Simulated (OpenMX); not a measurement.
Set up this calculation in OpenMX 3.8.5, as the native input.

```
Task                : single point
Functional          : PBE
Potentials or basis : OpenMX 2013 PBE set, Ni6.0H-s3p2d2, grid cutoff 500 Ry
k mesh              : 9 × 9 × 9
Occupations         : fermi-dirac, width 0.05 eV
Spin                : collinear spin, ferromagnetic start
Starting moments    : [1.0] μB
Mixing scheme       : rmm-diisk
SCF threshold       : 1e-08 Ha
Solver              : band
Max SCF cycles      : 160
```

Crystal: Ni.

```xyz
1
Lattice="0.0000 1.7376 1.7376 1.7376 0.0000 1.7376 1.7376 1.7376 0.0000" Properties=species:S:1:pos:R:3 pbc="T T T"
Ni    0.0000    0.0000    0.0000
```

These files were run (other wordings do the same):

Ni.dat

```
System.CurrrentDirectory             ./
System.Name                          Ni
DATA.PATH                            ./DFT_DATA13
level.of.stdout                      1
level.of.fileout                     0
Species.Number                       1
<Definition.of.Atomic.Species
  Ni  Ni6.0H-s3p2d2          Ni_PBE13H
Definition.of.Atomic.Species>

Atoms.Number                         1
Atoms.SpeciesAndCoordinates.Unit     FRAC
<Atoms.SpeciesAndCoordinates
    1  Ni    0.0000000000    0.0000000000    0.0000000000   9.500  8.500
Atoms.SpeciesAndCoordinates>

Atoms.UnitVectors.Unit               Ang
<Atoms.UnitVectors
     0.0000000000    1.7375729330    1.7375729330
     1.7375729330    0.0000000000    1.7375729330
     1.7375729330    1.7375729330    0.0000000000
Atoms.UnitVectors>

scf.XcType                           GGA-PBE
scf.SpinPolarization                 on
scf.ElectronicTemperature            580.226
scf.energycutoff                     500.0
scf.maxIter                          160
scf.EigenvalueSolver                 band
scf.Kgrid                            9 9 9
scf.Mixing.Type                      rmm-diisk
scf.Init.Mixing.Weight               0.01
scf.Min.Mixing.Weight                0.001
scf.Max.Mixing.Weight                0.2
scf.Mixing.History                   40
scf.Mixing.StartPulay                15
scf.criterion                        1.0e-8
scf.stress.tensor                    on
MD.Type                              nomd
```

Potentials or basis: OpenMX 2013 PBE set, Ni6.0H-s3p2d2, grid cutoff 500 Ry.

Command:

```bash
$ openmx Ni.dat -nt 1 > Ni.std
```

It gave:

```
Pressure               : 16.5 GPa
Band gap on the k mesh : none (metal or under the smearing width)
Net moment             : 0.50 μB per cell
Site moments           : Ni +0.50 μB
```

Caveat: the basis of atomic orbitals isn't converged, which shifts pressures, moduli and gaps.

It took 79 s on 1 thread of Arm Neoverse V2 (shared host), peak memory 0.43 GiB.
